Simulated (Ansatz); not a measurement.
The system is Nb.

```
CELL_PARAMETERS angstrom
-1.66395 1.66395 1.66395
1.66395 -1.66395 1.66395
1.66395 1.66395 -1.66395
ATOMIC_POSITIONS crystal
Nb 0.00000 0.00000 0.00000
```

```yaml
Program: Ansatz 0.2.0
Task: relaxation of cell and atoms
Functional: revPBE
Dispersion: D3(BJ)
Potentials_or_basis: all-electron LAPW, scalar-relativistic
Basis_error_allowed: 0.001 eV/atom
k_mesh: 11 × 11 × 11
Occupations: fermi-dirac, width 0.05 eV
Spin: no spin polarisation
```

At the start: volume 18.43 Å³/atom.

Problem. Where does the relaxation end?

Solution. Over 5 steps the energy falls by 53.1 meV/atom and the volume is 17.09 Å³/atom (-7.2 %); space group Im-3m (No. 229, to 0.05 Å).

The path:
| step | energy change (eV) | largest force (eV/Å) | volume (Å³) |
| --- | --- | --- | --- |
| 1 | 0.0000 | 0.0000 | 18.43 |
| 2 | -0.0528 | 0.0000 | 17.19 |
| 3 | -0.0531 | 0.0000 | 17.09 |
| 4 | -0.0531 | 0.0000 | 17.09 |
| 5 | -0.0531 | 0.0000 | 17.09 |

Final structure:
```yaml
crystal:
  lattice:
    - [-1.62277, 1.62277, 1.62277]
    - [1.62277, -1.62277, 1.62277]
    - [1.62277, 1.62277, -1.62277]
  atoms:
    - { symbol: Nb, position: [0.00000, 0.00000, 0.00000] }
```
